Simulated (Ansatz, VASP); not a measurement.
**Cross-check of SnSe2 (2H SnSe2 monolayer) between VASP and Ansatz**

Aim: how closely do two programs agree when they are given the same cell, functional and k mesh? The structure shown is the start of the Ansatz relaxation below; VASP solves that cell, so the two are compared at the walk's first step.

Calculated with Ansatz 0.2.0; plane waves, with VASP 6.6.1 beside it; single point at PBE.

## 1. Set-up

The cell holds 3 atoms: 1 Sn and 2 Se. Cell: a = 3.791 Å, b = 3.791 Å, c = 16.350 Å, α = 90.0°, β = 90.0°, γ = 120.0°. As first built, before any earlier steps moved the atoms (in the runner's words): own sheet built from covalent radii; start for a relaxation. Vacuum lies along c.

## 2. Ansatz: relaxation, PBE

Ansatz runs on its PAW soft_1 files.

The two programs are compared at the cell with which this relaxation starts, whose forces are those of its first step.

Contents of input.yaml:

```yaml
crystal:
  lattice:
    - [3.7911881581, 0.0, 0.0]
    - [-1.8955940791, 3.2832652555, 0.0]
    - [0.0, 0.0, 16.35]
  atoms:
    - { symbol: Sn, position: [0.0, 0.0, 0.5] }
    - { symbol: Se, position: [0.3333333333, 0.6666666667, 0.6058819377] }
    - { symbol: Se, position: [0.3333333333, 0.6666666667, 0.3941180623] }
kpoints:
  mp_grid: { grid: [7, 7, 1] }
scf:
  occupations: { method: fermi_dirac, width: 0.05 }
  max_iter: 100
  lower_state_search: "off"
hamiltonian:
  xc: pbe
  pseudopotentials: { kind: paw, azcp: { folder: soft_1 } }
relax:
  adjacent_minimum: "off"
  f_tol: 0.01
  max_steps: 60
  cell: { fix: [c, alpha, beta] }
```

Launch:

```console
> ansatz run input.yaml --threads 4 --pin off --max-ram 10240MiB --backend cpu --events-out ev --progress --plain --runs-dir out
```

Numbers of over 12 decimals in the logs are rounded to 6 here.

Output:

```text
Engine: ansatz 0.2.0, x86_64-unknown-linux-gnu
Pseudopotentials: kind: paw
Pseudopotential: Sn, paw, valence charge 14, recommended cutoff 420 eV (normal), soft_1/Sn.paw.azcp
Pseudopotential: Se, paw, valence charge 16, recommended cutoff 420 eV (normal), soft_1/Se.paw.azcp
Functional definition: PBE
  parameter kappa = 0.804
  parameter beta = 0.066725
  exchange = pbe_x(kappa = kappa, mu = beta*pi^2/3)
  correlation = pbe_c(beta = beta)
Crystal: 3 atoms, lattice volume = 203.516 Å³
Basis set: ecut = 420 eV, 3979 PW (Γ), exchange–correlation on 54×54×240 points (8 copies of the dense FFT grid, shifted against one another)
Bands: 28, of which v1, the nominal top of the filled ones, is band 23 counted from 1 (22 counted from 0)
Symmetry: 12 space group operations
Space group: P-6m2 (ITA 187), of the structure as read, at distance tolerance 5.9e-5 Å
k-points: 8 of 49 (time reversal used)
Non-local potential: Sn, projectors of the file, l = 0: 2, l = 1: 2, l = 2: 2, l = 3: 1
Non-local potential: Se, projectors of the file, l = 0: 2, l = 1: 2, l = 2: 3, l = 3: 1
PAW form: soft (Blöchl's): semilocal exchange-correlation on the pseudo side does not see the compensation charge
PAW one-centre angular grid: Sn, 590 points (default); XC on 64 Gauss nodes
PAW one-centre angular grid: Se, 590 points (default); XC on 64 Gauss nodes
Initial density: superposition of atomic densities (neutral atoms: chi_scale 0, normalization atom)
Initial wavefunctions: pseudopotential atomic-orbital guess
Functional: x = pbe(κ = 0.804, μ = 0.219515), c = pbe(β = 0.066725)
iter 1 solved again at ethr=3.00e-3 eV; its pass at ethr=3.10e-3 eV (dr2=1.38e0 eV) is discarded
SCF iter   1: F=—  HF=-16963.061620 eV  |F-HF|=—  |Δ(HF+E_count)|=         —  Δρ=1.91e-2  dr2=1.39e0  ethr=3.00e-3  ⟨swp⟩=1.0  Hψ=1359  notcnv=0
preconditioner: auto → Resta (q_TF=auto, 2.129 Å⁻¹)  ε∞=1.8  [insulator: Δε(μ)=0.474 eV  Ē_g=15.264 eV  σ=0.050 eV  W_gap=0.98  n_scr=40 (ndim 8)  ℏωp=13.3 eV  f_vac=0.587  D(μ)=0.05/eV (n_scr^D=0)  ε∞_Penn≈1.8  vacuum switching on, ρ_ref=1.7e-2 e/Å³]
SCF iter   2: F=—  HF=-16962.722210 eV  |F-HF|=—  |Δ(HF+E_count)|=   3.39e-1  Δρ=8.22e-3  dr2=1.96e-1  ethr=3.00e-3  ⟨swp⟩=3.1  Hψ=343  notcnv=0
preconditioner: auto → LDOS  [metal: Δε(μ)=0.106 eV  Ē_g=9.272 eV  σ=0.050 eV  W_gap=0.45  n_scr=40 (ndim 8)  ℏωp=10.4 eV  f_vac=0.589  D(μ)=1.19/eV (n_scr^D=4)  β→1.0]
SCF iter   3: F=—  HF=-16962.696858 eV  |F-HF|=—  |Δ(HF+E_count)|=   2.54e-2  Δρ=3.16e-3  dr2=4.56e-2  ethr=4.26e-4  ⟨swp⟩=4.0  Hψ=535  notcnv=0
SCF iter   4: F=—  HF=-16962.689209 eV  |F-HF|=—  |Δ(HF+E_count)|=   7.65e-3  Δρ=8.05e-4  dr2=2.91e-3  ethr=9.92e-5  ⟨swp⟩=2.5  Hψ=324  notcnv=0
SCF iter   5: F=—  HF=-16962.688904 eV  |F-HF|=—  |Δ(HF+E_count)|=   3.05e-4  Δρ=1.88e-4  dr2=7.80e-5  ethr=6.32e-6  ⟨swp⟩=2.0  Hψ=285  notcnv=0
SCF iter   6: F=—  HF=-16962.688960 eV  |F-HF|=—  |Δ(HF+E_count)|=   5.58e-5  Δρ=4.97e-5  dr2=5.74e-6  ethr=1.70e-7  ⟨swp⟩=2.0  Hψ=414  notcnv=0
SCF iter   7: F=—  HF=-16962.688964 eV  |F-HF|=—  |Δ(HF+E_count)|=   4.15e-6  Δρ=1.17e-5  dr2=2.27e-7  ethr=1.25e-8  ⟨swp⟩=2.0  Hψ=411  notcnv=0
SCF iter   8: F=-16962.688964 eV  HF=-16962.688964 eV  |F-HF|=4.27e-8  |Δ(HF+E_count)|=   1.30e-7  Δρ=3.33e-6  dr2=1.98e-8  ethr=2.17e-10  ⟨swp⟩=5.0  Hψ=857  notcnv=0
SCF 1 converged in 8 iterations: F = -16962.688964 eV  dr2 = 1.98e-8
  greatest PAW one-centre occupation: 1.000 electrons in one spin orbital (limit 2), on the Se atom at site 2 (counted from 0), in its partial waves of l = 2
relax step   1: F+E_penalty+E_count = -16962.68896449 eV  Δ(F+E_penalty+E_count) = +0.000e0 eV  max|allowed force component| = 5.265e-2 eV/Å  Δτ_max = 0.0000 Å  P = -0.020 GPa  Ω = 203.516 Å³  fix = [c, alpha, beta]  reactions: c -0.143 GPa  (8 SCF iters, dr2 threshold 1.00e-7 eV, accepted)
[...]
relax step   2: F+E_penalty+E_count = -16962.68649031 eV  Δ(F+E_penalty+E_count) = +2.474e-3 eV  max|allowed force component| = 1.689e-1 eV/Å  Δτ_max = 0.0206 Å  P = +0.103 GPa  Ω = 204.900 Å³  energy of the carried Pulay correction = -3.283e-5 eV  fix = [c, alpha, beta]  (5 SCF iters, dr2 threshold 1.73e-7 eV, rejected (line search))
[...]
relax step   3: F+E_penalty+E_count = -16962.68928814 eV  Δ(F+E_penalty+E_count) = -3.236e-4 eV  max|allowed force component| = 9.019e-4 eV/Å  Δτ_max = 0.0051 Å  P = +0.004 GPa  Ω = 203.905 Å³  energy of the carried Pulay correction = -9.234e-6 eV  fix = [c, alpha, beta]  reactions: c -0.002 GPa  (8 SCF iters, accepted)
[...]
relax step   4: F+E_penalty+E_count = -16962.68929908 eV  Δ(F+E_penalty+E_count) = -1.094e-5 eV  max|allowed force component| = 9.057e-4 eV/Å  Δτ_max = 0.0000 Å  P = +0.004 GPa  Ω = 203.905 Å³  fix = [c, alpha, beta]  reactions: c -0.002 GPa  stress off target by 7.25e-3 GPa on what of the cell is left free  SCF on the basis re-selected at this cell (its energy is not comparable with the rows above)  (5 SCF iters)
basis re-selected at this cell: Δ(F+E_penalty+E_count) = -1.094e-5 eV, ΔP = -0.000 GPa vs the last step (what re-selecting the basis moved, of the pressure what is left beyond the Pulay correction that the steps carried, after the strain that the cell walked since its last selection, with what the two solves' SCF thresholds leave and, on support functions, any second-order correction that the steps lacked; it is no m [...]
SCF converged after 5 iterations
Free energy (F): -16962.689299 eV
Harris-Foulkes:  -16962.689299 eV  (|F-HF|=7.28e-12)
Internal energy: -16962.680932 eV  (E = F + TS)
E sigma→0 (E₀):  -16962.685115 eV
Entropy (-TS):   -0.008367 eV (-2.789 meV/atom)
Fermi energy:    -0.321486 eV
--- Per-component energies (eV) ---
  E_band       = -1260.172504
  E_kinetic    = 387.973663
  E_local      = -25631.457250  (includes V_loc(G=0)·N_el)
  E_nonlocal   = -563.618643
  E_hartree    = 12754.274957
  E_xc         = -294.270547
  E_vxc        = -258.674546  (∫ρ·V_xc dr)
  E_paw        = -8631.539201  (= ΣΔE_a)
  E_vpaw       = -702.945356  (= ΣTr[D̂ρ^β])
  E_aug_tail   = -0.000437  (compensation charges beyond the density's cutoff)
  E_ewald      = 5015.956526
  E_smearing   = -0.008367  (= −TS)
  E_closure    = -0.000000  (closes the sum)
  Σ components = -16962.689299   (vs F -16962.689299, Δ=0.00e0)
--- Forces (eV/Å), atoms counted from 1 ---
  atom   1  Sn     0.00000000    -0.00000000     0.00000000
  atom   2  Se    -0.00000000    -0.00000000    -0.00090572
  atom   3  Se     0.00000000    -0.00000000     0.00090572
  max |Σ_I F_I| component: 2.02e-17 eV/Å
--- Stress (GPa, compression-positive) ---
        0.007251      -0.000000       0.000000
       -0.000000       0.007251       0.000000
        0.000000       0.000000      -0.002427
  P = ⅓ Tr σ = 0.0040 GPa (0.040 kbar)
--- Relaxed structure (3 steps of the walk, 2 accepted, 1 SCFs on fresh bases) ---
  F+E_penalty+E_count = -16962.68929908 eV   max|allowed force component| = 9.057e-4 eV/Å   (the final SCF, on the basis selected at the relaxed cell)
  cell:  # Å, volume = 203.9046 Å³
    - [3.794804, 2.8895055291898354e-11, 0.0]
    - [-1.897402, 3.286396, 0.0]
    - [0.0, 0.0, 16.35]
  atoms:
    - { symbol: Sn, position: [0, -2.8783559898885975e-17, 0.5] }
    - { symbol: Se, position: [0.333333, 0.666667, 0.605571] }
    - { symbol: Se, position: [0.333333, 0.666667, 0.394429] }
```

## 3. VASP: single point, PBE, start cell, pair 1

The same cell, functional, mesh and smearing now go to VASP, with its own data sets.

Lines of VASP's logs that name or quote its potential files are left out, and so is its time.

Contents of INCAR:

```
SYSTEM = SnSe2
PREC = Accurate
ENCUT = 400
EDIFF = 1E-06
NELM = 120
ISMEAR = -1
SIGMA = 0.05
LREAL = .FALSE.
ALGO = Normal
GGA = PE
NBANDS = 19
LORBIT = 11
LWAVE = .FALSE.
LCHARG = .FALSE.
ISIF = 2
LASPH = .TRUE.
GGA_COMPAT = .FALSE.
EFERMI = MIDGAP
```

Contents of POSCAR:

```
SnSe2
1.0
    3.7911880000      0.0000000000      0.0000000000
   -1.8955940000      3.2832650000      0.0000000000
    0.0000000000      0.0000000000     16.3500000000
Sn Se
1 2
Direct
    0.0000000000      0.0000000000      0.5000000000
    0.3333334349      0.6666668697      0.6058819572
    0.3333334349      0.6666668697      0.3941180428
```

Contents of KPOINTS:

```
Automatic mesh
0
Gamma
7 7 1
0 0 0
```

Potentials, in the order of the species: Sn_d and Se (PBE family, release 64).

Launch:

```console
> mpirun -np 1 vasp_std
```

Output:

```text
[banner, memory and clock lines left out]
running    1 mpi-ranks, on    1 nodes
 distrk:  each k-point on    1 cores,    1 groups
 distr:  one band on    1 cores,    1 groups

 POSCAR found type information on POSCAR SnSe
 POSCAR found :  2 types and       3 ions
 LDA part: xc-table for (Slater+PW92), standard interpolation
 POSCAR, INCAR and KPOINTS ok, starting setup
 FFT: planning ... GRIDC
 FFT: planning ... GRID_SOFT
 FFT: planning ... GRID
 WAVECAR not read
 entering main loop
       N       E                     dE             d eps       ncg     rms          rms(c)
DAV:   1     0.171850220783E+03    0.17185E+03   -0.10382E+04   344   0.993E+02
DAV:   2     0.811313982756E+01   -0.16374E+03   -0.16041E+03   369   0.244E+02
DAV:   3    -0.109049339828E+02   -0.19018E+02   -0.18885E+02   391   0.984E+01
DAV:   4    -0.114241183645E+02   -0.51918E+00   -0.51863E+00   364   0.187E+01
DAV:   5    -0.114392892212E+02   -0.15171E-01   -0.15171E-01   427   0.313E+00    0.454E+00
DAV:   6    -0.110926094016E+02    0.34668E+00   -0.83266E-01   424   0.847E+00    0.293E+00
DAV:   7    -0.110711393731E+02    0.21470E-01   -0.20684E-01   341   0.259E+00    0.761E-01
DAV:   8    -0.110695436671E+02    0.15957E-02   -0.19129E-02   380   0.124E+00    0.306E-01
DAV:   9    -0.110698672837E+02   -0.32362E-03   -0.22553E-03   325   0.339E-01    0.852E-02
DAV:  10    -0.110698807311E+02   -0.13447E-04   -0.17338E-04   391   0.908E-02    0.395E-02
DAV:  11    -0.110699363976E+02   -0.55666E-04   -0.74665E-05   310   0.482E-02    0.115E-02
DAV:  12    -0.110699445236E+02   -0.81260E-05   -0.63581E-06   368   0.141E-02    0.949E-03
DAV:  13    -0.110699762706E+02   -0.31747E-04   -0.70463E-06   341   0.116E-02    0.399E-03
DAV:  14    -0.110699869152E+02   -0.10645E-04   -0.56006E-07   321   0.430E-03    0.321E-03
DAV:  15    -0.110700193112E+02   -0.32396E-04   -0.33036E-06   279   0.708E-03    0.228E-03
DAV:  16    -0.110700244232E+02   -0.51121E-05   -0.11242E-07   316   0.257E-03    0.845E-04
DAV:  17    -0.110700294002E+02   -0.49769E-05   -0.10428E-07   282   0.145E-03    0.773E-04
DAV:  18    -0.110700306187E+02   -0.12186E-05   -0.12832E-08   284   0.566E-04    0.297E-04
DAV:  19    -0.110700313135E+02   -0.69473E-06   -0.14733E-08   253   0.581E-04
   1 F= -.11070031E+02 E0= -.11065477E+02  d E =-.910829E-02
```

From OUTCAR (step 3):

```text
ion  position               nearest neighbor table
   1  0.000  0.000  0.500-   2 2.79   3 2.79   2 2.79   3 2.79   2 2.79   3 2.79
   2  0.333  0.667  0.606-   1 2.79   1 2.79   1 2.79
   3  0.333  0.667  0.394-   1 2.79   1 2.79   1 2.79

  LATTYP: Found a hexagonal cell.
 ALAT       =     3.7911880000
 C/A-ratio  =     4.3126323464

 Subroutine GETGRP returns: Found 12 space group operations
 (whereof 12 operations were pure point group operations)

The static configuration has the point symmetry D_3h.

 Found      8 irreducible k-points:

   k-points           NKPTS =      8   k-points in BZ     NKDIM =      8   number of bands    NBANDS=     19

   dimension x,y,z NGX =    28 NGY =   28 NGZ =  108
   dimension x,y,z NGXF=    56 NGYF=   56 NGZF=  216

   ENCUT  =  400.0 eV  29.40 Ry    5.42 a.u.   6.18  6.18 26.66*2*pi/ulx,y,z

   NELECT =      26.0000    total number of electrons

 k-points in reciprocal lattice and weights: Automatic mesh
   0.00000000  0.00000000  0.00000000       0.020
   0.14285714  0.00000000  0.00000000       0.122
   0.28571429  0.00000000  0.00000000       0.122
   0.42857143 -0.00000000  0.00000000       0.122
   0.14285714  0.14285714  0.00000000       0.122
   0.28571429  0.14285714  0.00000000       0.245
   0.42857143  0.14285714  0.00000000       0.122
   0.28571429  0.28571429  0.00000000       0.122

 average (electrostatic) potential at core
       1-109.1087       2 -59.5902       3 -59.5902

 E-fermi :  -1.7150

 k-point     1 :       0.0000    0.0000    0.0000
  band No.  band energies     occupation
    ...
      9      -3.5151      2.00000
     10      -2.5402      2.00000
     11      -2.5402      2.00000
     12      -1.7465      1.30512
     13      -1.7465      1.30511
     14      -1.2447      0.00016
     15       1.7956      0.00000
     16       2.3498      0.00000
     17       2.3498      0.00000
     18       3.2728      0.00000
    ...

 k-point     2 :       0.1429    0.0000    0.0000
  band No.  band energies     occupation
    ...
      9      -3.9197      2.00000
     10      -3.5213      2.00000
     11      -2.8979      2.00000
     12      -2.6512      2.00000
     13      -1.8981      1.94997
     14      -0.4735      0.00000
     15       1.6792      0.00000
     16       2.6970      0.00000
     17       2.7158      0.00000
     18       3.5409      0.00000
    ...

 k-point     3 :       0.2857    0.0000    0.0000
  band No.  band energies     occupation
    ...
      9      -5.2724      2.00000
     10      -4.6320      2.00000
     11      -3.5300      2.00000
     12      -2.7175      2.00000
     13      -2.2045      1.99989
     14      -0.8889      0.00000
     15       1.1306      0.00000
     16       2.9080      0.00000
     17       3.0852      0.00000
     18       4.0523      0.00000
    ...

  Total        0.0578107      0.0578106     -0.1568111      0.0000000      0.0000000     -0.0000000
  in kB        0.4551132      0.4551132     -1.2344920      0.0000000      0.0000000     -0.0000000
  external PRESSURE =      -0.1080885 kB  Pullay stress =       0.0000000 kB

  energy-cutoff  :      400.00
  volume of cell :      203.52
      direct lattice vectors                 reciprocal lattice vectors
     3.791188000  0.000000000  0.000000000     0.263769562  0.152287433  0.000000000
    -1.895594000  3.283265000  0.000000000     0.000000000  0.304574867  0.000000000
     0.000000000  0.000000000 16.350000000     0.000000000  0.000000000  0.061162080

 POSITION                                       TOTAL-FORCE (eV/Angst)
 -----------------------------------------------------------------------------------
      0.00000      0.00000      8.17500         0.000000     -0.000000      0.000000
      0.00000      2.18884      9.90617        -0.000000      0.000000     -0.037830
      0.00000      2.18884      6.44383        -0.000000     -0.000000      0.037830
 -----------------------------------------------------------------------------------
    total drift:                                0.000000     -0.000486      0.000000

  FREE ENERGIE OF THE ION-ELECTRON SYSTEM (eV)
  ---------------------------------------------------
  free  energy   TOTEN  =       -11.0700313135 eV

  energy  without entropy=      -11.0609230234  energy(sigma->0) =      -11.06547717

 total charge
# of ion       s       p       d       tot
------------------------------------------
    1        1.083   0.943  10.061  12.087
    2        1.489   2.273   0.023   3.784
    3        1.489   2.273   0.023   3.784
--------------------------------------------------
tot          4.061   5.488  10.107  19.655

[... 3 further parts left out ...]
```

The gap is read on the k-mesh alone, so it is an upper bound where the band edges lie off the mesh.

## 4. Comparison

Known differences besides the potentials themselves: the data sets hold 46 valence electrons in Ansatz (on its PAW soft_1 files) and 26 in VASP; the cutoff is 420 eV in Ansatz and 400 eV in VASP. Total energies have different zeros and are not compared.

At this near-relaxed geometry the largest component of a force difference is 15 meV/Å. With vacuum in the cell, a pressure given here is an average over mostly empty space and none of the material.

## 5. Further runs

Further runs change the set-up of one program: Ansatz's method, potentials or start, or VASP's data sets, cutoff or form of LDA. The table gives that difference for each run.

```csv
run,r.m.s. force difference (meV/Å)
as above,7.0
VASP with a cutoff of 500 eV (perhaps on Ansatz's relaxed cell),7.2
```

(Continued in part 2 of 2.)

[Lines on the potential files, build, host, timing and source positions are cut from VASP's logs without a mark.]

[Logs are printed without paths, hosts, clocks, repeated set-up lines and the standing remarks that a program may print on its own settings, such as how far it seeks lower states.]

[Hosts, paths, dates, database ids (printed as entryN), source tags and the programs' standing remarks are cut or masked in the printed files.]

[Rows of further runs with another cutoff or data set may stand on the cell that Ansatz relaxed, not on the start cell of the pair above them.]
